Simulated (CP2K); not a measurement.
Write the native input for CP2K 2026.2 that does the following.

| Property | Result |
| --- | --- |
| Task | band structure |
| Functional | AM05 |
| Potentials or basis | POTENTIAL_UZH Ga GTH-PBE-q13, O GTH-PBE-q6; DZVP-MOLOPT-PBE-GTH basis |
| Density cutoff | 11565 eV |
| k mesh | 10 × 10 × 4 |
| Occupations | fermi-dirac, width 0.05 eV |
| Spin | no spin polarisation |
| SCF solver | diagonalisation with k points |
| Quickstep method | GPW |
| EPS_DEFAULT | 1.0E-9 |
| EPS_SCF | 1.0E-6 |
| MAX_SCF | 100 |
| SCF_GUESS | ATOMIC |
| k points reduced by the point group | yes |
| Mesh centred on Gamma | yes |
| CHOLESKY | OFF |
| EPS_EIGVAL | 1.0E-7 |
| MIXING METHOD | BROYDEN_MIXING |
| MIXING ALPHA | 0.4 |
| NBUFFER | 8 |
| NGRIDS | 5 |
| Basis sets | Ga DZVP-MOLOPT-PBE-GTH-q13, O DZVP-MOLOPT-PBE-GTH-q6 |
| Potentials | Ga GTH-PBE-q13 of POTENTIAL_UZH, O GTH-PBE-q6 of POTENTIAL_UZH |
| ADDED_MOS | [16] |
| Points a segment of the path (NPOINTS) | 6 |
| Bands added on the path | 6 |
| REL_CUTOFF (Ry) | 60 Ry |
| MIXING BETA (1/bohr) | 1.5 1/bohr |
| CUTOFF of the grids | 850 Ry |

The system is Ga2O3.

```
Ga O
1.0
     3.09853    0.00000    0.00000
     1.54791    2.68419    0.00000
    -0.01917   -0.01108    7.68807
Ga O
2 3
Direct
  0.66685 0.66685 0.31037
  0.33315 0.33315 0.68963
  0.00000 0.00000 0.50000
  0.66820 0.66820 0.82365
  0.33180 0.33180 0.17635
```

The cell was built by a generator and needn't be a form met in nature.

These files were run (other wordings do the same):

ga2o3_bands.inp

```
&GLOBAL
  PROJECT ga2o3_bands
  RUN_TYPE ENERGY_FORCE
  PRINT_LEVEL LOW
&END GLOBAL
&FORCE_EVAL
  METHOD QS
  STRESS_TENSOR ANALYTICAL
  &DFT
    BASIS_SET_FILE_NAME BASIS_MOLOPT_UZH
    POTENTIAL_FILE_NAME POTENTIAL_UZH
    &MGRID
      CUTOFF 850
      REL_CUTOFF 60
      NGRIDS 5
    &END MGRID
    &QS
      METHOD GPW
      EPS_DEFAULT 1.0E-9
    &END QS
    &KPOINTS
      SCHEME MONKHORST-PACK 10 10 4
      GAMMA_CENTERED T
      SYMMETRY T
      SYMMETRY_BACKEND SPGLIB
    &END KPOINTS
    &SCF
      SCF_GUESS ATOMIC
      EPS_SCF 1.0E-6
      MAX_SCF 100
      ADDED_MOS 16
      CHOLESKY OFF
      EPS_EIGVAL 1.0E-7
      &DIAGONALIZATION ON
        ALGORITHM STANDARD
      &END DIAGONALIZATION
      &MIXING ON
        METHOD BROYDEN_MIXING
        ALPHA 0.4
        BETA 1.5
        NBUFFER 8
      &END MIXING
      &SMEAR ON
        METHOD FERMI_DIRAC
        ELECTRONIC_TEMPERATURE [K] 580.226
      &END SMEAR
    &END SCF
    &XC
      &XC_FUNCTIONAL
        &GGA_X_AM05
        &END GGA_X_AM05
        &GGA_C_AM05
        &END GGA_C_AM05
      &END XC_FUNCTIONAL
    &END XC
    &PRINT
      &KPOINTS ON
      &END KPOINTS
      &MULLIKEN ON
      &END MULLIKEN
      &MO ON
        ENERGIES T
        OCCUPATION_NUMBERS T
        &EACH
          QS_SCF 0
        &END EACH
        ADD_LAST NUMERIC
      &END MO
      &BAND_STRUCTURE
        FILE_NAME bands.bs
        ADDED_MOS 6
        &KPOINT_SET
          UNITS B_VECTOR
          NPOINTS 6
          SPECIAL_POINT GAMMA 0.00000000 0.00000000 0.00000000
          SPECIAL_POINT Y -0.50000000 -0.50000000 0.00000000
          SPECIAL_POINT F -0.50049839 -0.50049839 0.49587783
          SPECIAL_POINT L -0.50000000 -0.50000000 0.50000000
          SPECIAL_POINT I -0.66673665 -0.33326335 0.50000000
        &END KPOINT_SET
        &KPOINT_SET
          UNITS B_VECTOR
          NPOINTS 6
          SPECIAL_POINT I1 -0.33326335 0.33326335 0.50000000
          SPECIAL_POINT Z 0.00000000 0.00000000 0.50000000
          SPECIAL_POINT F1 -0.49950161 -0.49950161 0.50412217
        &END KPOINT_SET
        &KPOINT_SET
          UNITS B_VECTOR
          NPOINTS 6
          SPECIAL_POINT Y -0.50000000 -0.50000000 0.00000000
          SPECIAL_POINT X1 -0.66656894 -0.33343106 0.00000000
        &END KPOINT_SET
        &KPOINT_SET
          UNITS B_VECTOR
          NPOINTS 6
          SPECIAL_POINT X -0.33343106 0.33343106 0.00000000
          SPECIAL_POINT GAMMA 0.00000000 0.00000000 0.00000000
          SPECIAL_POINT N -0.50000000 0.00000000 0.00000000
        &END KPOINT_SET
        &KPOINT_SET
          UNITS B_VECTOR
          NPOINTS 6
          SPECIAL_POINT M -0.50000000 0.00000000 0.50000000
          SPECIAL_POINT GAMMA 0.00000000 0.00000000 0.00000000
        &END KPOINT_SET
      &END BAND_STRUCTURE
    &END PRINT
  &END DFT
  &SUBSYS
    &CELL
      ABC 3.0985341070 3.0985341070 7.6881034744
      ALPHA_BETA_GAMMA 90.1428842673 90.1428842673 60.0288756434
      PERIODIC XYZ
    &END CELL
    &COORD
      Ga  3.0925246230 1.7865091116 2.3861520842
      Ga  1.5347513899 0.8866048541 5.3019195058
      O   -0.0095862898 -0.0055378683 3.8440357950
      O   3.0889507740 1.7844445480 6.3323164528
      O   1.5383252389 0.8886694177 1.3557551372
    &END COORD
    &KIND Ga
      BASIS_SET DZVP-MOLOPT-PBE-GTH-q13
      POTENTIAL GTH-PBE-q13
    &END KIND
    &KIND O
      BASIS_SET DZVP-MOLOPT-PBE-GTH-q6
      POTENTIAL GTH-PBE-q6
    &END KIND
    &PRINT
      &ATOMIC_COORDINATES ON
      &END ATOMIC_COORDINATES
      &CELL ON
      &END CELL
    &END PRINT
  &END SUBSYS
  &PRINT
    &FORCES ON
    &END FORCES
    &STRESS_TENSOR ON
    &END STRESS_TENSOR
  &END PRINT
&END FORCE_EVAL
```

Potentials or basis: POTENTIAL_UZH Ga GTH-PBE-q13, O GTH-PBE-q6; DZVP-MOLOPT-PBE-GTH basis.

The run is started by

```sh
$ OMP_NUM_THREADS=1 cp2k.psmp -i ga2o3_bands.inp -o ga2o3_bands.out
```

Results of the run:

- Pressure: -21.4 GPa
- Largest force: 3.550 eV/Å
- Band gap on the k mesh: 1.43 eV, direct
- Band gap along the path: 1.43 eV, direct
- Mulliken charges: Ga +0.95; O -0.80, -0.55 e

Caveat: Mulliken charges move with the basis; the potentials were made for another functional, which shifts forces and pressure; the basis of atomic orbitals isn't converged, which shifts pressures, moduli and gaps.

It took 110 s on 1 thread of Arm Neoverse V1, with other jobs on the host, peak memory 0.6 GiB.
